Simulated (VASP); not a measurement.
# EuS: single point with PBE

**The experiment to reproduce.**

From “Crystal-field mediated electronic transitions of EuS up to 35 GPa”, 2022, pmc:8786971, for a powder of EuS at 300 K: band gap 1.72 eV (optical).

The system is EuS.

```xyz
2
Lattice="0.0000 2.9785 2.9785 2.9785 0.0000 2.9785 2.9785 2.9785 0.0000" Properties=species:S:1:pos:R:3 pbc="T T T"
Eu    0.0000    0.0000    0.0000
S     2.9785    2.9785    2.9785
```

| Item | Value |
| --- | --- |
| Program | VASP 6.6.1 |
| Task | single point |
| Functional | PBE |
| Potentials or basis | VASP PAW PBE potentials, release 64 (Eu, S) |
| Cutoff | 520 eV |
| k mesh | 8 × 8 × 8 |
| Occupations | gaussian, width 0.028 eV |
| Spin | collinear spin, ferromagnetic start |
| Starting moments | [7.0, 0.0] μB |
| Further INCAR settings | ALGO = Normal; EDIFF = 1e-07; NBANDS = 22 |

```json
{
 "Pressure": "-2.8 GPa",
 "Band gap on the k mesh": "none (metal or under the smearing width)",
 "Net moment": "6.99 μB per cell",
 "Site moments": "Eu +6.59; S -0.07 μB",
 "Valence electrons inside the program's atomic spheres": "Eu 14.75; S 3.75"
}
```

Levels at points of the mesh, in eV from the Fermi level:
Spin up:
```tsv
k point	band 13	band 14	band 15	band 16	band 17	band 18
(0.00, 0.00, 0.00)	0.10	0.10	0.10	0.82	1.09	1.09
(0.50, 0.00, 0.00)	-0.25	-0.22	-0.20	2.96	3.24	3.66
(0.50, 0.50, 0.00)	-0.27	-0.22	-0.04	-0.04	3.10	3.24
```
Spin down:
```tsv
k point	band 5	band 6	band 7	band 8	band 9	band 10	band 11	band 12
(0.00, 0.00, 0.00)	-13.45	-2.60	-2.60	-2.60	1.45	1.87	1.87	1.87
(0.50, 0.00, 0.00)	-12.49	-5.11	-3.73	-3.73	2.89	4.06	4.13	4.13
(0.50, 0.50, 0.00)	-13.11	-3.73	-2.95	-2.95	-0.12	3.95	3.97	4.30
```

Wall time 50 s on 1 thread of Intel(R) Xeon(R) Platinum 8488C (Sapphire Rapids), on a shared host, peak memory 0.24 GiB.

Against the measured gap of EuS, 1.72 eV (optical; 300 K; powder; “Crystal-field mediated electronic transitions of EuS up to 35 GPa”, 2022, pmc:8786971), the calculated 0.00 eV is off by -1.72 eV. So large a miss can be the level of theory's own, or it may mean another phase, state or a wrong row. Spin-orbit coupling on Eu is left out. The value is that of PBE on a finite k mesh, which can miss the band edges, without temperature or zero-point motion. Semilocal functionals fall short of measured gaps as a rule. The run's magnetic order (collinear spin, ferromagnetic start) needn't be the measured crystal's.

Caveat: spin-orbit coupling is left out, which moves the levels of the heavy elements; a cell with one magnetic atom can't hold antiferromagnetic order, which such compounds often take; without U or exact exchange the open f shell lies at the Fermi level, which spoils levels, moments and volumes. The state reached can hang on the start; a lower one may exist.
